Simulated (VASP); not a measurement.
# BaF2 (Fm-3m) in VASP: further runs

One crystal, BaF2, is run at these levels: PBEsol, LDA, PBE, PBE+D3(BJ); tasks: relaxation of cell and atoms.

All numbers are computed with VASP 6.6.1; they aren't measurements. Logs are shortened: lines on timing, memory, paths and dates and some standing lists are left out, and cuts for length are marked.

## Step 1: The structure

It takes space group Fm-3m (No. 225, cubic). The conventional cell has a = 6.226 Å, b = 6.226 Å, c = 6.226 Å, α = 90.00°, β = 90.00°, γ = 90.00°. Around Ba (site symmetry m-3m) lie 8 F at 2.70 Å. F (site symmetry -43m) has 4 Ba at 2.70 Å as nearest neighbours.

The cell comes from a database or a generator and needn't be the stable form of this composition.

## Step 2: Relaxation of cell and atoms, PBEsol

INCAR

```
PREC = Accurate ; ENCUT = 600
EDIFF = 1E-7 ; ISMEAR = 0
SIGMA = 0.02 ; LREAL = False
LASPH = True ; NELM = 60
ALGO = Normal ; ISIF = 3
LWAVE = False ; LCHARG = False
GGA = PS ; IBRION = 2
NSW = 90 ; EDIFFG = -0.005
```

KPOINTS

```
regular mesh
0
Gamma
  6 6 6
```

POSCAR

```
BaF2
1.0
    0.0000000000      3.1128654100      3.1128654100
    3.1128654100      0.0000000000      3.1128654100
    3.1128654100      3.1128654100      0.0000000000
Ba F
1 2
Direct
    0.0000000000      0.0000000000      0.0000000000
    0.2500000000      0.2500000000      0.2500000000
    0.7500000000      0.7500000000      0.7500000000
```

Potentials or basis: VASP PAW PBE potentials, release 64 (Ba_sv, F).

Command:

```
cat potpaw_PBE.64/Ba_sv/POTCAR potpaw_PBE.64/F/POTCAR > POTCAR
mpirun -np 1 vasp_std > vasp.out
```

OUTCAR:

```text
PREC = Accurate
   ENCUT = 600
   EDIFF = 1E-7
   ISMEAR = 0
   LREAL = False
   LASPH = True
   NELM = 60
   ISIF = 3
   GGA = PS
   IBRION = 2
   NSW = 90
   EDIFFG = -0.005

 ion  position               nearest neighbor table
   1  0.000  0.000  0.000-   3 2.70   3 2.70   3 2.70   2 2.70   3 2.70   2 2.70   2 2.70   2 2.70

   2  0.250  0.250  0.250-   1 2.70   1 2.70   1 2.70   1 2.70
   3  0.750  0.750  0.750-   1 2.70   1 2.70   1 2.70   1 2.70

  LATTYP: Found a face centered cubic cell.
 ALAT       =     6.2257308200

  Lattice vectors:

 A1 = (   0.0000000000,   3.1128654100,   3.1128654100)
 A2 = (   3.1128654100,   0.0000000000,   3.1128654100)
 A3 = (   3.1128654100,   3.1128654100,   0.0000000000)

Analysis of symmetry for initial positions (statically):
=====================================================================
 Subroutine PRICEL returns:
 Original cell was already a primitive cell.

 Routine SETGRP: Setting up the symmetry group for a
 face centered cubic supercell.

 Subroutine GETGRP returns: Found 48 space group operations
 (whereof 48 operations were pure point group operations)
 out of a pool of 48 trial point group operations.

The static configuration has the point symmetry O_h .

Analysis of symmetry for dynamics (positions and initial velocities):
=====================================================================
 Subroutine PRICEL returns:
 Original cell was already a primitive cell.

 Routine SETGRP: Setting up the symmetry group for a
 face centered cubic supercell.

 Subroutine GETGRP returns: Found 48 space group operations
 (whereof 48 operations were pure point group operations)
 out of a pool of 48 trial point group operations.

The dynamic configuration has the point symmetry O_h .

 Subroutine INISYM returns: Found 48 space group operations
 (whereof 48 operations are pure point group operations),
 and found     1 'primitive' translations

----------------------------------------------------------------------------------------

                                     Primitive cell

  volume of cell :      60.3269

  direct lattice vectors                    reciprocal lattice vectors
     0.000000000  3.112865410  3.112865410    -0.160623713  0.160623713  0.160623713
     3.112865410  0.000000000  3.112865410     0.160623713 -0.160623713  0.160623713
     3.112865410  3.112865410  0.000000000     0.160623713  0.160623713 -0.160623713

  length of vectors
     4.402256481  4.402256481  4.402256481     0.278208432  0.278208432  0.278208432

  position of ions in fractional coordinates (direct lattice)
     0.000000000  0.000000000  0.000000000
     0.250000000  0.250000000  0.250000000
     0.750000000  0.750000000  0.750000000

  ion indices of the primitive-cell ions
   primitive index   ion index
                 1           1
                 2           2
                 3           3

----------------------------------------------------------------------------------------

 KPOINTS: regular mesh

Automatic generation of k-mesh.
 Grid dimensions read from file:
 generate k-points for:    6    6    6

 Generating k-lattice:

  Cartesian coordinates                     Fractional coordinates (reciprocal lattice)
    -0.026770619  0.026770619  0.026770619     0.166666667  0.000000000  0.000000000
     0.026770619 -0.026770619  0.026770619     0.000000000  0.166666667  0.000000000
     0.026770619  0.026770619 -0.026770619     0.000000000  0.000000000  0.166666667

  Length of vectors
     0.046368072  0.046368072  0.046368072

  Shift w.r.t. Gamma in fractional coordinates (k-lattice)
     0.000000000  0.000000000  0.000000000

 Subroutine IBZKPT returns following result:
 ===========================================

 Found     16 irreducible k-points:

 Following reciprocal coordinates:
            Coordinates               Weight
  0.000000  0.000000  0.000000      1.000000
  0.166667  0.000000  0.000000      8.000000
  0.333333  0.000000  0.000000      8.000000
  0.500000  0.000000  0.000000      4.000000
  0.166667  0.166667  0.000000      6.000000
  0.333333  0.166667  0.000000     24.000000
[... 8 lines left out ...]
 -0.333333  0.333333  0.166667     24.000000
 -0.333333  0.500000  0.166667     12.000000
   k-points           NKPTS =     16   k-points in BZ     NKDIM =     16   number of bands    NBANDS=     16
   number of dos      NEDOS =    301   number of ions     NIONS =      3
   total plane-waves  NPLWV =  46656
   dimension x,y,z NGX =    36 NGY =   36 NGZ =   36
   dimension x,y,z NGXF=    72 NGYF=   72 NGZF=   72
   ions per type =               1   2
   NGX,Y,Z   is equivalent  to a cutoff of  13.59, 13.59, 13.59 a.u.
   NGXF,Y,Z  is equivalent  to a cutoff of  27.19, 27.19, 27.19 a.u.
 SYSTEM =  unknown system
   PREC   = accura    normal or accurate (medium, high low for compatibility)
   ISTART =      0    job   : 0-new  1-cont  2-samecut
   ICHARG =      2    charge: 1-file 2-atom 10-const
[... 62 lines left out ...]
  --------------------------------------------------------------------------------------
  -------------------------------------------------------------------------------------
  Total       -0.5252348     -0.5252348     -0.5252348     -0.0000000     -0.0000000     -0.0000000
  in kB      -13.9493199    -13.9493199    -13.9493199     -0.0000000     -0.0000000     -0.0000000
  external PRESSURE =     -13.9493199 kB  Pullay stress =       0.0000000 kB

 VOLUME and BASIS-vectors are now :
 -----------------------------------------------------------------------------
  energy-cutoff  :      600.00
  volume of cell :       60.33
      direct lattice vectors                 reciprocal lattice vectors
     0.000000000  3.112865410  3.112865410    -0.160623713  0.160623713  0.160623713
     3.112865410  0.000000000  3.112865410     0.160623713 -0.160623713  0.160623713
     3.112865410  3.112865410  0.000000000     0.160623713  0.160623713 -0.160623713

 POSITION                                       TOTAL-FORCE (eV/Angst)
 -----------------------------------------------------------------------------------
      0.00000      0.00000      0.00000         0.000000      0.000000      0.000000
      1.55643      1.55643      1.55643        -0.000000     -0.000000     -0.000000
      4.66930      4.66930      4.66930         0.000000      0.000000      0.000000
 -----------------------------------------------------------------------------------
    total drift:                                0.000000      0.000000      0.000000

  FREE ENERGIE OF THE ION-ELECTRON SYSTEM (eV)
  ---------------------------------------------------
  free  energy   TOTEN  =       -17.6412743835 eV
[... 17 lines left out ...]
 VOLUME and BASIS-vectors are now :
 -----------------------------------------------------------------------------
  energy-cutoff  :      600.00
  volume of cell :       58.81
      direct lattice vectors                 reciprocal lattice vectors
    -0.000000000  3.086573402  3.086573402    -0.161991936  0.161991936  0.161991936
     3.086573402 -0.000000000  3.086573402     0.161991936 -0.161991936  0.161991936
     3.086573402  3.086573402 -0.000000000     0.161991936  0.161991936 -0.161991936

 POSITION                                       TOTAL-FORCE (eV/Angst)
 -----------------------------------------------------------------------------------
     -0.00000      3.08657      3.08657         0.000000     -0.000000     -0.000000
      1.54329      1.54329      1.54329        -0.000000     -0.000000     -0.000000
      4.62986      4.62986      4.62986        -0.000000      0.000000      0.000000
 -----------------------------------------------------------------------------------
    total drift:                                0.000000      0.000000      0.000000

  FREE ENERGIE OF THE ION-ELECTRON SYSTEM (eV)
  ---------------------------------------------------
  free  energy   TOTEN  =       -17.6476767937 eV

  energy  without entropy=      -17.6476767937  energy(sigma->0) =      -17.64767679

--------------------------------------- Ionic step        3  -------------------------------------------

 number of electron      23.9999996 magnetization

 Free energy of the ion-electron system (eV)
  ---------------------------------------------------
  ext. energy  EPLUGINS =         0.00000000
  ---------------------------------------------------
  free energy    TOTEN  =       -17.64769392 eV

  energy without entropy =      -17.64769392  energy(sigma->0) =      -17.64769392

 E-fermi :  -1.9837     XC(G=0):  -8.9691

 val. band max:       -2.1580493002   @ k =  -0.1667   0.1667   0.0000
 cond. band min:       4.5347576293   @ k =   0.0000   0.0000   0.0000
 fundamental gap:      6.6928069295
 Fermi energy:        -1.9836903366

 k-point     1 :       0.0000    0.0000    0.0000
  band No.  band energies     occupation
      1     -25.1913      2.00000
      2     -20.9695      2.00000
      3     -20.9116      2.00000
      4     -10.0031      2.00000
      5     -10.0031      2.00000
      6     -10.0031      2.00000
[... 8 lines left out ...]
     15       7.0083      0.00000
     16       9.2772      0.00000

 k-point     2 :       0.1667    0.0000    0.0000
  band No.  band energies     occupation
      1     -25.1374      2.00000
      2     -21.0028      2.00000
      3     -20.9744      2.00000
      4     -10.0539      2.00000
      5     -10.0479      2.00000
      6     -10.0479      2.00000
[... 8 lines left out ...]
     15       6.9985      0.00000
     16       8.9560      0.00000
[... 277 lines left out ...]
 VOLUME and BASIS-vectors are now :
 -----------------------------------------------------------------------------
  energy-cutoff  :      600.00
  volume of cell :       58.88
      direct lattice vectors                 reciprocal lattice vectors
    -0.000000000  3.087801319  3.087801319    -0.161927517  0.161927517  0.161927517
     3.087801319 -0.000000000  3.087801319     0.161927517 -0.161927517  0.161927517
     3.087801319  3.087801319 -0.000000000     0.161927517  0.161927517 -0.161927517

 POSITION                                       TOTAL-FORCE (eV/Angst)
 -----------------------------------------------------------------------------------
      0.00000      0.00000      0.00000         0.000000      0.000000      0.000000
      1.54390      1.54390      1.54390         0.000000      0.000000      0.000000
      4.63170      4.63170      4.63170        -0.000000     -0.000000     -0.000000
 -----------------------------------------------------------------------------------
    total drift:                                0.000000      0.000000      0.000000

  FREE ENERGIE OF THE ION-ELECTRON SYSTEM (eV)
  ---------------------------------------------------
  free  energy   TOTEN  =       -17.6476939230 eV

  energy  without entropy=      -17.6476939230  energy(sigma->0) =      -17.64769392

 reached required accuracy - stopping structural energy minimisation
```

Run time: 37 s. Hardware: 1 thread of Intel Xeon Platinum 8488C (Sapphire Rapids), shared host; peak memory 0.21 GiB.

Results:

```
Free energy                            : -17.6477 eV
Relaxed volume                         : 19.63 Å³/atom
Relaxed cell                           : a = 4.367 Å, b = 4.367 Å, c = 4.367 Å, α = 60.00°, β = 60.00°, γ = 60.00°
Space group after relaxing (to 0.05 Å) : Fm-3m (No. 225)
Energy gained by relaxing              : 2.1 meV/atom
Ionic steps                            : 3
Pressure after relaxing                : 0.0 GPa
Band gap on the k mesh                 : 6.69 eV, indirect (least direct gap 6.76 eV)
```

The path:
```
step  energy change (eV)  largest force (eV/Å)  pressure (GPa)  volume (Å³)
   1              0.0000                0.0000           -1.39        60.33
   2             -0.0064                0.0000            0.07        58.81
   3             -0.0064                0.0000            0.00        58.88
```

Final structure:
```
Ba F
1.0
     0.00000    3.08780    3.08780
     3.08780    0.00000    3.08780
     3.08780    3.08780    0.00000
Ba F
1 2
Direct
  0.00000 0.00000 0.00000
  0.25000 0.25000 0.25000
  0.75000 0.75000 0.75000
```

Caveat: the PAW data sets were made with another functional, which shifts forces and pressure a little; spin-orbit coupling is left out, which moves the levels of the heavy elements.

## Step 3: Relaxation of cell and atoms, LDA

INCAR, as its differences from that of step 2:

```diff
@@ -6,3 +6,3 @@
 LWAVE = False ; LCHARG = False
-GGA = PS ; IBRION = 2
-NSW = 90 ; EDIFFG = -0.005
+IBRION = 2 ; NSW = 90
+EDIFFG = -0.005
```

KPOINTS is that of step 2.

POSCAR is that of step 2.

Potentials or basis: VASP PAW LDA potentials, release 64 (Ba_sv, F).

Command:

```
cat potpaw_LDA.64/Ba_sv/POTCAR potpaw_LDA.64/F/POTCAR > POTCAR
mpirun -np 1 vasp_std > vasp.out
```

It took 31 s on 1 thread of Intel Xeon Platinum 8488C (Sapphire Rapids), shared host; peak memory 0.18 GiB.

It converged, with:

```yaml
Free_energy: -18.6377 eV
Relaxed_volume: 18.78 Å³/atom
Relaxed_cell: a = 4.303 Å, b = 4.303 Å, c = 4.303 Å, α = 60.00°, β = 60.00°, γ = 60.00°
Space_group_after_relaxing_to_0.05_Å: Fm-3m (No. 225)
Energy_gained_by_relaxing: 18.2 meV/atom
Ionic_steps: 3
Pressure_after_relaxing: 0.0 GPa
Band_gap_on_the_k_mesh: 6.64 eV, indirect (least direct gap 6.74 eV)
```

The path:
```
step  energy change (eV)  largest force (eV/Å)  pressure (GPa)  volume (Å³)
   1              0.0000                0.0000           -4.11        60.33
   2             -0.0541                0.0000            0.52        55.94
   3             -0.0547                0.0000            0.01        56.33
```

Final structure:
```
Ba F
1.0
     0.00000    3.04261    3.04261
     3.04261    0.00000    3.04261
     3.04261    3.04261    0.00000
Ba F
1 2
Direct
  0.00000 0.00000 0.00000
  0.25000 0.25000 0.25000
  0.75000 0.75000 0.75000
```

Levels at points of the mesh, in eV from the valence-band top:
```tsv
k point	band 10	band 11	band 12	band 13	band 14	band 15
(0.00, 0.00, 0.00)	-0.10	-0.10	-0.10	6.64	9.29	9.29
(0.50, 0.00, 0.00)	-0.34	-0.15	-0.15	9.29	9.29	9.30
(0.50, 0.50, 0.00)	-0.27	-0.27	-0.18	7.10	9.19	11.01
```

Caveat: spin-orbit coupling is left out, which moves the levels of the heavy elements.

## Step 4: Relaxation of cell and atoms, PBE

INCAR, as its differences from that of step 3:

```diff
@@ -6,3 +6,3 @@
 LWAVE = False ; LCHARG = False
-IBRION = 2 ; NSW = 90
-EDIFFG = -0.005
+GGA = PE ; IBRION = 2
+NSW = 90 ; EDIFFG = -0.005
```

KPOINTS is that of step 3.

POSCAR is that of step 3.

Potentials or basis: VASP PAW PBE potentials, release 64 (Ba_sv, F).

Command:

```
cat potpaw_PBE.64/Ba_sv/POTCAR potpaw_PBE.64/F/POTCAR > POTCAR
mpirun -np 1 vasp_std > vasp.out
```

Run time: 32 s. Hardware: 1 thread of Intel Xeon Platinum 8488C (Sapphire Rapids), shared host; peak memory 0.21 GiB.

Results (log left out):

```yaml
Free_energy: -17.1302 eV
Relaxed_volume: 20.66 Å³/atom
Relaxed_cell: a = 4.442 Å, b = 4.442 Å, c = 4.442 Å, α = 60.00°, β = 60.00°, γ = 60.00°
Space_group_after_relaxing_to_0.05_Å: Fm-3m (No. 225)
Energy_gained_by_relaxing: 2.5 meV/atom
Ionic_steps: 2
Pressure_after_relaxing: 0.0 GPa
Band_gap_on_the_k_mesh: 6.60 eV, indirect (least direct gap 6.65 eV)
```

The path:
| step | energy change (eV) | largest force (eV/Å) | pressure (GPa) | volume (Å³) |
| --- | --- | --- | --- | --- |
| 1 | 0.0000 | 0.0000 | 1.50 | 60.33 |
| 2 | -0.0074 | 0.0000 | -0.04 | 61.98 |

Final structure:
```
Ba F
1.0
     0.00000    3.14112    3.14112
     3.14112    0.00000    3.14112
     3.14112    3.14112    0.00000
Ba F
1 2
Direct
  0.00000 0.00000 0.00000
  0.25000 0.25000 0.25000
  0.75000 0.75000 0.75000
```

Levels at points of the mesh, in eV from the valence-band top:
| k point | band 8 | band 9 | band 10 | band 11 | band 12 | band 13 | band 14 | band 15 | band 16 |
| --- | --- | --- | --- | --- | --- | --- | --- | --- | --- |
| (0.00, 0.00, 0.00) | -1.37 | -1.37 | -0.05 | -0.05 | -0.05 | 6.60 | 9.04 | 9.04 | 11.08 |
| (0.50, 0.00, 0.00) | -0.99 | -0.61 | -0.34 | -0.16 | -0.16 | 8.87 | 9.02 | 9.02 | 9.64 |
| (0.50, 0.50, 0.00) | -0.34 | -0.34 | -0.30 | -0.30 | -0.08 | 7.18 | 8.81 | 10.43 | 11.64 |

Caveat: spin-orbit coupling is left out, which moves the levels of the heavy elements. A k mesh can miss the band edges.

## Step 5: Relaxation of cell and atoms, PBE+D3(BJ)

INCAR, as its differences from that of step 4:

```diff
@@ -6,3 +6,4 @@
 LWAVE = False ; LCHARG = False
-GGA = PE ; IBRION = 2
-NSW = 90 ; EDIFFG = -0.005
+GGA = PE ; IVDW = 12
+IBRION = 2 ; NSW = 90
+EDIFFG = -0.005
```

KPOINTS is that of step 4.

POSCAR is that of step 4.

Command:

```
cat potpaw_PBE.64/Ba_sv/POTCAR potpaw_PBE.64/F/POTCAR > POTCAR
mpirun -np 1 vasp_std > vasp.out
```

Wall time 28 s (1 thread of Intel Xeon Platinum 8488C (Sapphire Rapids), shared host); peak memory 0.22 GiB.

It converged, with:

```
Free energy                            : -17.5196 eV
Relaxed volume                         : 20.27 Å³/atom
Relaxed cell                           : a = 4.414 Å, b = 4.414 Å, c = 4.414 Å, α = 60.00°, β = 60.00°, γ = 60.00°
Space group after relaxing (to 0.05 Å) : Fm-3m (No. 225)
Energy gained by relaxing              : 0.2 meV/atom
Ionic steps                            : 2
Pressure after relaxing                : 0.0 GPa
Band gap on the k mesh                 : 6.69 eV, indirect (least direct gap 6.74 eV)
Dispersion energy per atom             : -0.131 eV
```

The path:
```tsv
step	energy change (eV)	largest force (eV/Å)	pressure (GPa)	volume (Å³)
1	0.0000	0.0000	0.44	60.33
2	-0.0006	0.0000	-0.01	60.80
```

Final structure:
```
CELL_PARAMETERS angstrom
0.00000 3.12107 3.12107
3.12107 0.00000 3.12107
3.12107 3.12107 0.00000
ATOMIC_POSITIONS crystal
Ba 0.00000 0.00000 0.00000
F 0.25000 0.25000 0.25000
F 0.75000 0.75000 0.75000
```

Levels at points of the mesh, in eV from the valence-band top:
| k point | band 10 | band 11 | band 12 | band 13 | band 14 | band 15 |
| --- | --- | --- | --- | --- | --- | --- |
| (0.00, 0.00, 0.00) | -0.06 | -0.06 | -0.06 | 6.69 | 9.11 | 9.11 |
| (0.50, 0.00, 0.00) | -0.34 | -0.16 | -0.16 | 8.99 | 9.10 | 9.10 |
| (0.50, 0.50, 0.00) | -0.32 | -0.32 | -0.10 | 7.22 | 8.91 | 10.55 |

Caveat: spin-orbit coupling is left out, which moves the levels of the heavy elements. A k mesh can miss the band edges.

## Step 6: Relaxation of cell and atoms, PBEsol

INCAR

```
PREC = Accurate ; ENCUT = 300
EDIFF = 1E-7 ; ISMEAR = 0
SIGMA = 0.02 ; LREAL = False
LASPH = True ; NELM = 60
ALGO = Normal ; ISIF = 3
LWAVE = False ; LCHARG = False
GGA = PS ; IBRION = 2
NSW = 90 ; EDIFFG = -0.005
```

KPOINTS is that of step 5.

POSCAR is that of step 5.

Potentials or basis: VASP PAW PBE potentials, release 64 (Ba_sv, F).

Command:

```
cat potpaw_PBE.64/Ba_sv/POTCAR potpaw_PBE.64/F/POTCAR > POTCAR
mpirun -np 1 vasp_std > vasp.out
```

Wall time 49 s (1 thread of Intel Xeon Platinum 8488C (Sapphire Rapids), shared host); peak memory 0.16 GiB.

The run converged, but a check on its numbers failed (symmetry, net force, bounds or a known fault of this set-up), so they aren't taken as properties of the crystal.

Caveat: the cutoff lies under the usual one of these potentials, so the numbers hold a large basis-set error; the volume moved by over 15 % at a fixed basis, so the end points are rough; the PAW data sets were made with another functional, which shifts forces and pressure a little; spin-orbit coupling is left out, which moves the levels of the heavy elements.

## Step 7: Overview

| level | potentials or basis | gap on the mesh (eV) | pressure (GPa) | relaxed volume (Å³/atom) |
| --- | --- | --- | --- | --- |
| PBEsol | VASP PAW PBE potentials, release 64 (Ba_sv, F) | 6.69 | 0.0 | 19.63 |
| LDA | VASP PAW LDA potentials, release 64 (Ba_sv, F) | 6.64 | 0.0 | 18.78 |
| PBE | VASP PAW PBE potentials, release 64 (Ba_sv, F) | 6.60 | 0.0 | 20.66 |
| PBE+D3(BJ) | VASP PAW PBE potentials, release 64 (Ba_sv, F) | 6.69 | 0.0 | 20.27 |

Alike in all rows: task relaxation of cell and atoms; no spin polarisation; cell relaxed; k mesh 6 × 6 × 6; cutoff (eV) 600; smearing gaussian 0.02 eV.

Caveats: spin-orbit coupling is left out, which moves the levels of the heavy elements; the PAW data sets were made with another functional, which shifts forces and pressure a little (some runs).

Total energies depend on the potentials used, so only differences within one code and one set of settings carry meaning.
